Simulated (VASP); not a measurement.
# GeH₂: screened Coulomb integrals of an active space by constrained RPA

GeH₂, molecule in box, 3 atoms in the cell.

| Functional | Screened U within a state, mean (eV) | Screened U' between states, mean (eV) | Screened J (eV) | Bare U within a state, mean (eV) | Bare U' between states, mean (eV) | Time (s) |
|---|---|---|---|---|---|---|
| LDA | 7.61 | 6.81 | 0.47 | 10.30 | 9.18 | 56 |
| PBE | 7.60 | 6.81 | 0.48 | 10.28 | 9.17 | 56 |
| r2SCAN | 7.97 | 7.17 | 0.51 | 10.35 | 9.25 | 166 |
| PBE0 | 8.19 | 7.38 | 0.51 | 10.18 | 9.09 | 64 |
| HSE06 | 7.92 | 7.12 | 0.50 | 10.19 | 9.10 | 78 |

Limits: the periodic box is only 5.77 Å wide at its narrowest and no larger one was tried.

## Input of the first row

INCAR.step1:
```
ENCUT = 420 ; PREC = Accurate
ISMEAR = -1 ; SIGMA = 0.02
LASPH = T ; EDIFF = 1E-7
GGA = CA ; ALGO = Normal
NELM = 150 ; LWAVE = T
LCHARG = F
```

INCAR.step2, as INCAR.step1 but for:
```
- ALGO = Normal
- NELM = 150
+ ALGO = Exact
+ NELM = 1
+ NBANDS = 128
+ LOPTICS = T
```

INCAR.step3:
```
ENCUT = 420 ; PREC = Accurate
ISMEAR = -1 ; SIGMA = 0.02
LASPH = T ; GGA = CA
ALGO = CRPA ; NBANDS = 128
ENCUTGW = 90 ; PRECFOCK = Fast
LOCALIZED_BASIS = BLOCH ; LWAVE = F
LCHARG = F ; NCRPA_BANDS = 8 9
NTARGET_STATES = 8 9
```

KPOINTS:
```
k-points
0
Gamma
  1 1 1
```

POSCAR:
```
GeH2
1.0
    6.3500000000      0.0000000000      0.0000000000
    0.0000000000      6.8900000000      0.0000000000
    0.0000000000      0.0000000000      5.7700000000
Ge H
1 2
Direct
    0.3934566900      0.5881930300      0.4330415900
    0.6065433100      0.6373222100      0.5669584100
    0.4497086700      0.3626777900      0.4362305000
```

Commands (each step's output is kept before the next begins):
```
cat potpaw_LDA.64/Ge_d_GW/POTCAR potpaw_LDA.64/H_GW/POTCAR > POTCAR
cp INCAR.step1 INCAR
mpirun -np 4 vasp_std > vasp.out
cp INCAR.step2 INCAR
mpirun -np 4 vasp_std > vasp.out
cp INCAR.step3 INCAR
mpirun -np 4 vasp_std > vasp.out
```

Changes of the last row against the first:
```
(all steps)
- GGA = CA
+ GGA = PE
+ LHFCALC = True
+ HFSCREEN = 0.2
- cat potpaw_LDA.64/Ge_d_GW/POTCAR potpaw_LDA.64/H_GW/POTCAR > POTCAR
+ cat potpaw_PBE.64/Ge_d_GW/POTCAR potpaw_PBE.64/H_GW/POTCAR > POTCAR
```

VASP 6.6.1 took 56 s on 4 cores (Intel Xeon Platinum 8488C (Sapphire Rapids)), a shared host.
